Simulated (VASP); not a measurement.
# Sb2Se3 (Pnma) in VASP: single point with PBE

Aim: the single point of Sb2Se3 with PBE.

Everything below comes from runs of VASP 6.6.1. Logs are shortened: lines on timing, memory, paths and dates and some standing lists are left out, and cuts for length are marked.

### Step 1. The crystal as given

It takes space group Pnma (No. 62, orthorhombic). The conventional cell has a = 12.362 Å, b = 4.002 Å, c = 11.714 Å, α = 90.00°, β = 90.00°, γ = 90.00°. Sb (site symmetry m) is surrounded by 3 Se at 2.59 to 2.81 Å. Around Sb (site symmetry m) lie 3 Se at 2.66 to 2.68 Å. Se (site symmetry m) is surrounded by 1 Sb at 2.59 Å. Se (site symmetry m) has 3 Sb at 2.66 to 2.81 Å as nearest neighbours. Around Se (site symmetry m) lie 2 Sb at 2.68 Å.

The cell is a database's computed one.

### Step 2. Single point, PBE

INCAR reads:

```
SYSTEM = Sb2Se3
ALGO     = Fast           ! electronic algorithm
EDIFF    = 1E-6           ! SCF threshold, eV
ENCUT    = 520            ! plane-wave cutoff, eV
GGA      = PE             ! functional
ISIF     = 2              ! what is computed and relaxed
ISMEAR   = 0              ! smearing method
LASPH    = .TRUE.         ! aspherical terms in the spheres
LCHARG   = .FALSE.        ! write CHGCAR
LREAL    = Auto         
LWAVE    = .FALSE.        ! write WAVECAR
NBANDS   = 72             ! bands
NELM     = 100            ! most SCF steps
PREC     = Accurate       ! precision mode
SIGMA    = 0.1            ! smearing width, eV
```

KPOINTS reads:

```
k-points
0
G
  2 4 2
  0 0 0
```

POSCAR reads:

```
Sb2Se3
1.0
   12.3620729400      0.0000000000      0.0000000000
    0.0000000000      4.0015568700      0.0000000000
    0.0000000000      0.0000000000     11.7136297200
Sb Se
8 12
Direct
    0.1403223700      0.7500000000      0.0380946000
    0.8596776100      0.2500000000      0.9619054200
    0.3596776400      0.2500000000      0.5380945800
    0.6403223900      0.7500000000      0.4619053900
    0.0338128400      0.2500000000      0.3295913900
    0.9661871800      0.7500000000      0.6704086100
    0.4661871500      0.7500000000      0.8295913900
    0.5338128200      0.2500000000      0.1704086200
    0.9483451800      0.7500000000      0.1275253600
    0.0516548000      0.2500000000      0.8724746100
    0.5516548200      0.2500000000      0.6275253900
    0.4483452100      0.7500000000      0.3724746400
    0.2053313300      0.2500000000      0.1921006700
    0.7946686700      0.7500000000      0.8078993600
    0.2946686700      0.7500000000      0.6921006400
    0.7053313300      0.2500000000      0.3078993300
    0.6273491400      0.7500000000      0.0540986900
    0.3726508600      0.2500000000      0.9459013300
    0.8726508600      0.2500000000      0.5540986700
    0.1273491500      0.7500000000      0.4459013000
```

Potentials or basis: VASP PAW PBE potentials, release 64 (Sb, Se).

The run is started by

```sh
$ cat potpaw_PBE.64/Sb/POTCAR potpaw_PBE.64/Se/POTCAR > POTCAR
$ mpirun -np 1 vasp_std > vasp.out
```

OUTCAR:

```text
SYSTEM = Sb2Se3
   EDIFF = 1E-6
   ENCUT = 520
   GGA = PE
   ISIF = 2
   ISMEAR = 0
   LASPH = .TRUE.
   LREAL = Auto
   NELM = 100
   PREC = Accurate

 ion  position               nearest neighbor table
   1  0.140  0.750  0.038-   9 2.59  13 2.81  13 2.81  10 2.99  10 2.99
   2  0.860  0.250  0.962-  10 2.59  14 2.81  14 2.81   9 2.99   9 2.99
   3  0.360  0.250  0.538-  11 2.59  15 2.81  15 2.81  12 2.99  12 2.99
   4  0.640  0.750  0.462-  12 2.59  16 2.81  16 2.81  11 2.99  11 2.99
   5  0.034  0.250  0.330-  13 2.66  20 2.68  20 2.68   9 3.27   9 3.27
   6  0.966  0.750  0.670-  14 2.66  19 2.68  19 2.68  10 3.27  10 3.27
   7  0.466  0.750  0.830-  15 2.66  18 2.68  18 2.68  11 3.27  11 3.27
   8  0.534  0.250  0.170-  16 2.66  17 2.68  17 2.68  12 3.27  12 3.27
   9  0.948  0.750  0.128-   1 2.59   2 2.99   2 2.99   5 3.27   5 3.27
  10  0.052  0.250  0.872-   2 2.59   1 2.99   1 2.99   6 3.27   6 3.27
  11  0.552  0.250  0.628-   3 2.59   4 2.99   4 2.99   7 3.27   7 3.27
  12  0.448  0.750  0.372-   4 2.59   3 2.99   3 2.99   8 3.27   8 3.27
  13  0.205  0.250  0.192-   5 2.66   1 2.81   1 2.81
  14  0.795  0.750  0.808-   6 2.66   2 2.81   2 2.81
  15  0.295  0.750  0.692-   7 2.66   3 2.81   3 2.81
  16  0.705  0.250  0.308-   8 2.66   4 2.81   4 2.81
  17  0.627  0.750  0.054-   8 2.68   8 2.68
  18  0.373  0.250  0.946-   7 2.68   7 2.68
  19  0.873  0.250  0.554-   6 2.68   6 2.68
  20  0.127  0.750  0.446-   5 2.68   5 2.68

  LATTYP: Found a simple orthorhombic cell.
 ALAT       =     4.0015568700
 B/A-ratio  =     2.9272680860
 C/A-ratio  =     3.0893158192

  Lattice vectors:

 A1 = (   0.0000000000,   4.0015568700,   0.0000000000)
 A2 = (   0.0000000000,   0.0000000000,  11.7136297200)
 A3 = (  12.3620729400,   0.0000000000,   0.0000000000)

Analysis of symmetry for initial positions (statically):
=====================================================================
 Subroutine PRICEL returns:
 Original cell was already a primitive cell.

 Routine SETGRP: Setting up the symmetry group for a
 simple orthorhombic supercell.

 Subroutine GETGRP returns: Found  8 space group operations
 (whereof  2 operations were pure point group operations)
 out of a pool of  8 trial point group operations.

The static configuration has the point symmetry S_2 .
 The point group associated with its full space group is D_2h.

Analysis of symmetry for dynamics (positions and initial velocities):
=====================================================================
 Subroutine PRICEL returns:
 Original cell was already a primitive cell.

 Routine SETGRP: Setting up the symmetry group for a
 simple orthorhombic supercell.

 Subroutine GETGRP returns: Found  8 space group operations
 (whereof  2 operations were pure point group operations)
 out of a pool of  8 trial point group operations.

The dynamic configuration has the point symmetry S_2 .
 The point group associated with its full space group is D_2h.

 Subroutine INISYM returns: Found  8 space group operations
 (whereof  2 operations are pure point group operations),
 and found     1 'primitive' translations

----------------------------------------------------------------------------------------

                                     Primitive cell

  volume of cell :     579.4444

  direct lattice vectors                    reciprocal lattice vectors
    12.362072940  0.000000000  0.000000000     0.080892582  0.000000000  0.000000000
     0.000000000  4.001556870  0.000000000     0.000000000  0.249902733  0.000000000
     0.000000000  0.000000000 11.713629720     0.000000000  0.000000000  0.085370634

  length of vectors
    12.362072940  4.001556870 11.713629720     0.080892582  0.249902733  0.085370634

  position of ions in fractional coordinates (direct lattice)
     0.140322370  0.750000000  0.038094600
     0.859677610  0.250000000  0.961905420
     0.359677640  0.250000000  0.538094580
     0.640322390  0.750000000  0.461905390
     0.033812840  0.250000000  0.329591390
     0.966187180  0.750000000  0.670408610
[... 12 lines left out ...]
     0.872650860  0.250000000  0.554098670
     0.127349150  0.750000000  0.445901300

  ion indices of the primitive-cell ions
   primitive index   ion index
                 1           1
                 2           2
                 3           3
                 4           4
                 5           5
                 6           6
[... 12 lines left out ...]
                19          19
                20          20

----------------------------------------------------------------------------------------

 KPOINTS: k-points

Automatic generation of k-mesh.
 Grid dimensions read from file:
 generate k-points for:    2    4    2

 Generating k-lattice:

  Cartesian coordinates                     Fractional coordinates (reciprocal lattice)
     0.040446291  0.000000000  0.000000000     0.500000000  0.000000000  0.000000000
     0.000000000  0.062475683  0.000000000     0.000000000  0.250000000  0.000000000
     0.000000000  0.000000000  0.042685317     0.000000000  0.000000000  0.500000000

  Length of vectors
     0.040446291  0.062475683  0.042685317

  Shift w.r.t. Gamma in fractional coordinates (k-lattice)
     0.000000000  0.000000000  0.000000000

 Subroutine IBZKPT returns following result:
 ===========================================

 Found     12 irreducible k-points:

 Following reciprocal coordinates:
            Coordinates               Weight
  0.000000  0.000000  0.000000      1.000000
  0.500000  0.000000  0.000000      1.000000
  0.000000  0.250000  0.000000      2.000000
  0.500000  0.250000  0.000000      2.000000
  0.000000  0.500000  0.000000      1.000000
  0.500000  0.500000  0.000000      1.000000
  0.000000  0.000000  0.500000      1.000000
  0.500000  0.000000  0.500000      1.000000
  0.000000  0.250000  0.500000      2.000000
  0.500000  0.250000  0.500000      2.000000
  0.000000  0.500000  0.500000      1.000000
  0.500000  0.500000  0.500000      1.000000
   k-points           NKPTS =     12   k-points in BZ     NKDIM =     12   number of bands    NBANDS=     72
   number of dos      NEDOS =    301   number of ions     NIONS =     20
   total plane-waves  NPLWV = 259200
   dimension x,y,z NGX =    96 NGY =   30 NGZ =   90
   dimension x,y,z NGXF=   192 NGYF=   60 NGZF=  180
   ions per type =               8  12
   NGX,Y,Z   is equivalent  to a cutoff of  12.91, 12.46, 12.77 a.u.
   NGXF,Y,Z  is equivalent  to a cutoff of  25.82, 24.93, 25.55 a.u.
 SYSTEM =  Sb2Se3
   PREC   = accura    normal or accurate (medium, high low for compatibility)
   ISTART =      0    job   : 0-new  1-cont  2-samecut
   ICHARG =      2    charge: 1-file 2-atom 10-const
   ISPIN  =      1    spin polarized calculation?
   LNONCOLLINEAR =      F non collinear calculations
   LSORBIT =      F    spin-orbit coupling
   LASPH  =      T    aspherical Exc in radial PAW
   ENCUT  =  520.0 eV  38.22 Ry    6.18 a.u.  22.99  7.44 21.78*2*pi/ulx,y,z
   NELM   =    100;   NELMIN=  2; NELMDL= -5     # of ELM steps
   EDIFF  = 0.1E-05   stopping-criterion for ELM
   LREAL  =      T    real-space projection
   EDIFFG = 0.1E-04   stopping-criterion for IOM
   NSW    =      0    number of steps for IOM
   IBRION =     -1    ionic relax: 0-MD 1-quasi-New 2-CG
   NFREE  =      0    steps in history (QN), initial steepest desc. (CG)
   ISIF   =      2    stress and relaxation
   ISYM   =      2    0-nonsym 1-usesym 2-fastsym
   POTIM  = 0.5000    time-step for ionic-motion
   TEBEG  =    0.0;   TEEND  =   0.0 temperature during run
   PSTRESS=    0.0 pullay stress
   NELECT =     112.0000    total number of electrons
   NUPDOWN=      -1.0000    fix difference up-down
   EMIN   =  10.00;   EMAX   =-10.00  energy-range for DOS
   EFERMI =   0.00;   METHOD = LEGACY
   ISMEAR =     0;   SIGMA  =   0.10  broadening in eV -4-tet -1-fermi 0-gaus
   EFERMI_NEDOS =   21; number of points for ismear=-14 and -15
   IALGO  =     68    algorithm
   IMIX   =      4    mixing-type and parameters
     AMIX     =   0.40;   BMIX     =  1.00
     AMIX_MAG =   1.60;   BMIX_MAG =  1.00
  volume/ion in A,a.u.               =      28.97       195.51
  Fermi-wavevector in a.u.,A,eV,Ry     =   0.946550  1.788720 12.190235  0.895957
  Thomas-Fermi vector in A             =   2.074558
   LORBIT       =      0    0 simple, 1 ext, 2 COOP (PROOUT), +10 PAW based schemes
   GGA     = PE    functional components
   LHFCALC =     F    Hartree Fock is set to
   AEXX    =    0.0000 exact exchange contribution
   IVDW    =     0    specifies the selected vdW correction
   LEPSILON=     F    determine dielectric tensor
   LRPA    =     F    only Hartree local field effects (RPA)
 non-spin polarized calculation
 RMM-DIIS sequential band-by-band and
 Gauss-broadening in eV      SIGMA  =   0.10
  energy-cutoff  :      520.00
  volume of cell :      579.44
 maximum number of plane-waves:     15656
 NGX is ok and might be reduce to    96
   NGX = 45   NGY = 15   NGZ = 43

 number of electron     111.9999990 magnetization

 Free energy of the ion-electron system (eV)
  ---------------------------------------------------
  ext. energy  EPLUGINS =         0.00000000
  ---------------------------------------------------
  free energy    TOTEN  =       -80.37772354 eV

  energy without entropy =      -80.37772354  energy(sigma->0) =      -80.37772354

 E-fermi :   4.3914     XC(G=0):  -8.9963

 val. band max:        3.9339927893   @ k =   0.5000   0.0000   0.0000
 cond. band min:       4.8792296611   @ k =   0.0000   0.0000   0.5000
 fundamental gap:      0.9452368718
 Fermi energy:         4.3914342113

 k-point     1 :       0.0000    0.0000    0.0000
  band No.  band energies     occupation
      1     -10.0428      2.00000
      2      -9.8400      2.00000
      3      -9.5108      2.00000
      4      -9.4001      2.00000
      5      -9.2800      2.00000
      6      -9.1339      2.00000
[... 60 lines left out ...]
     67       6.4300      0.00000
     68       6.6841      0.00000
[... 779 lines left out ...]
     67       6.9478      0.00000
     68       6.9480      0.00000
 [bands above 68 left out]

------------------------ aborting loop because EDIFF is reached ----------------------------------------

  FORCE on cell =-STRESS in cart. coord.  units (eV):
  Direction    XX          YY          ZZ          XY          YZ          ZX
  --------------------------------------------------------------------------------------
  -------------------------------------------------------------------------------------
  Total        5.2068101      4.7897062      3.2993794      0.0000000     -0.0000000      0.0000000
  in kB       14.3969512     13.2436492      9.1228608      0.0000000     -0.0000000      0.0000000
  external PRESSURE =      12.2544871 kB  Pullay stress =       0.0000000 kB

 VOLUME and BASIS-vectors are now :
 -----------------------------------------------------------------------------
  energy-cutoff  :      520.00
  volume of cell :      579.44
      direct lattice vectors                 reciprocal lattice vectors
    12.362072940  0.000000000  0.000000000     0.080892582  0.000000000  0.000000000
     0.000000000  4.001556870  0.000000000     0.000000000  0.249902733  0.000000000
     0.000000000  0.000000000 11.713629720     0.000000000  0.000000000  0.085370634

 POSITION                                       TOTAL-FORCE (eV/Angst)
 -----------------------------------------------------------------------------------
      1.73468      3.00117      0.44623         0.153295     -0.000000     -0.133321
     10.62740      1.00039     11.26740        -0.153295      0.000000      0.133321
      4.44636      1.00039      6.30304        -0.153295     -0.000000     -0.133321
      7.91571      3.00117      5.41059         0.153295      0.000000      0.133321
      0.41800      1.00039      3.86071        -0.253421      0.000000     -0.069526
     11.94408      3.00117      7.85292         0.253421      0.000000      0.069526
[... 12 lines left out ...]
     10.78777      1.00039      6.49051        -0.127524      0.000000     -0.168921
      1.57430      3.00117      5.22312         0.127524     -0.000000      0.168921
 -----------------------------------------------------------------------------------
    total drift:                               -0.000302     -0.000000      0.000527

  FREE ENERGIE OF THE ION-ELECTRON SYSTEM (eV)
  ---------------------------------------------------
  free  energy   TOTEN  =       -80.3777235438 eV

  energy  without entropy=      -80.3777235438  energy(sigma->0) =      -80.37772354
```

Wall time 8.9 min (1 thread of Intel Xeon 6975P-C (Granite Rapids), shared host); peak memory 0.7 GiB.

What came out:

```
Free energy            : -80.3777 eV
Pressure               : 1.2 GPa
Largest force          : 0.263 eV/Å
Band gap on the k mesh : 0.95 eV, indirect (least direct gap 1.06 eV)
```

Forces on the atoms (eV/Å):
```
Sb   0.153  0.000 -0.133
Sb  -0.153  0.000  0.133
Sb  -0.153  0.000 -0.133
Sb   0.153  0.000  0.133
Sb  -0.253  0.000 -0.070
Sb   0.253  0.000  0.070
Sb   0.253  0.000 -0.070
Sb  -0.253  0.000  0.070
Se  -0.172  0.000  0.189
Se   0.172  0.000 -0.189
Se   0.172  0.000  0.189
Se  -0.172  0.000 -0.189
Se   0.230  0.000 -0.032
Se  -0.230  0.000  0.032
Se  -0.230  0.000 -0.032
Se   0.230  0.000  0.032
Se   0.128  0.000 -0.169
Se  -0.128  0.000  0.169
Se  -0.128  0.000 -0.169
Se   0.128  0.000  0.169
```

Stress tensor (GPa, compression positive):
```
1.44 0.00 0.00
0.00 1.32 0.00
0.00 0.00 0.91
```

Caveat: spin-orbit coupling is left out, which moves the levels of the heavy elements. PBE gaps usually lie below the measured ones, often by a third to a half.
